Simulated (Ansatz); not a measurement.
# LuH2 (Fm-3m): equation of state

One table from this session's results is given with a row withheld; the runs are named, their logs left out.

Computed with Ansatz 0.2.0 (DFT r²SCAN, scalar-relativistic, plane waves, PAW, unless a step's input says otherwise).

### The structure to begin with

The structure is cubic, space group Fm-3m (No. 225). The conventional cell has a = 4.993 Å, b = 4.993 Å, c = 4.993 Å, α = 90.00°, β = 90.00°, γ = 90.00°. Around Lu (site symmetry m-3m) lie 8 H at 2.16 Å. H (site symmetry -43m) has 4 Lu at 2.16 Å as nearest neighbours.

Structure file:

```cif
data_structure
_symmetry_space_group_name_H-M 'Fm-3m'
_symmetry_Int_Tables_number 225
_cell_length_a 4.9928
_cell_length_b 4.9928
_cell_length_c 4.9928
_cell_angle_alpha 90.000
_cell_angle_beta 90.000
_cell_angle_gamma 90.000
_cell_volume 124.46
loop_
_atom_site_label
_atom_site_type_symbol
_atom_site_symmetry_multiplicity
_atom_site_Wyckoff_symbol
_atom_site_fract_x
_atom_site_fract_y
_atom_site_fract_z
_atom_site_occupancy
Lu1 Lu 4 a 0.00000 0.00000 0.00000 1
H1 H 8 c 0.25000 0.75000 0.75000 1
```

This cell comes from an earlier session at r²SCAN: 10.372 Å³/atom at 0.00 GPa, on a 14×14×14 mesh.

Volume factors to run: 0.980, 1.020, 0.960, 1.040.

The first run:

File input.yaml:

```yaml
crystal:
  lattice:
    - [0.0, 2.4796698204, 2.4796698204]
    - [2.4796698204, 0.0, 2.4796698204]
    - [2.4796698204, 2.4796698204, 0.0]
  atoms:
    - { symbol: Lu, position: [0.0, 0.0, 0.0] }
    - { symbol: H, position: [0.25, 0.25, 0.25] }
    - { symbol: H, position: [0.75, 0.75, 0.75] }
basis:
  ecutwfc: 500
  ecutrho_ratio: 4
kpoints:
  mp_grid: { grid: [14, 14, 14] }
hamiltonian:
  xc: r2scan
scf:
  occupations: { method: gaussian, width: 0.05 }
output:
  forces: true
  stress: true
  eigenvalues: true
```

The run is started by

```
$ ansatz run input.yaml --threads 1 --pin off --max-ram 2560MiB --backend cpu --events-out ev --progress --plain --runs-dir out
```

Steps of the session up to this table: At 0.980 of the relaxed volume; Volume × 1.020; At 0.960 of the relaxed volume; Volume × 1.040.

One of the session's tables, all rows but one given; the rest of the session is left out.

It belongs to the step «The fit». 

| volume (Å³/atom) | energy (meV/atom) | pressure (GPa) |
| --- | --- | --- |
| 9.957 | 5.36 | 4.28 |
| 10.165 | ? | ? |
| 10.372 | 0.00 | 0.00 |
| 10.579 | 1.22 | -1.86 |
| 10.787 | 4.74 | -3.54 |

**Question.** Estimate the row for volume (Å³/atom) = 10.165.

Worked estimate for «energy (meV/atom)». A straight line through the neighbours (9.957, 5.36) and (10.372, 0.00) gives 5.36 + (0.00 − 5.36) × (10.165 − 9.957) / (10.372 − 9.957) = 2.67; a parabola fitted to 3 rows on both sides gives 1.37.

**Answer.** energy (meV/atom): 1.29; pressure (GPa): 2.03. In «energy (meV/atom)» the line misses by +1.38 and the parabola by +0.08.
